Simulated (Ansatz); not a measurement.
The system is HfN.

```
Hf N
1.0
     0.00000    2.25600    2.25600
     2.25600    0.00000    2.25600
     2.25600    2.25600    0.00000
Hf N
1 1
Direct
  0.00000 0.00000 0.00000
  0.50000 0.50000 0.50000
```

Base run:

| Item | Value |
| --- | --- |
| Program | Ansatz 0.2.0 |
| Functional | PBEsol |
| Potentials or basis | all-electron LAPW, non-relativistic |
| Cutoff | 341 eV (chosen from the basis error) |
| Basis error allowed | 0.001 eV/atom |
| k mesh | 10 × 10 × 10 |
| Occupations | fermi-dirac, width 0.05 eV |
| Spin | no spin polarisation |

Its results: pressure 11.7 GPa.

Q: The run is repeated on the same cell with these changes: potentials or basis from all-electron LAPW, non-relativistic to all-electron LAPW, scalar-relativistic. What comes out?

A: Pressure -1.9 GPa.

Caveats: relativity is left out, which matters for the heavier elements (some runs).

The runs don't all hold the same shells in valence.
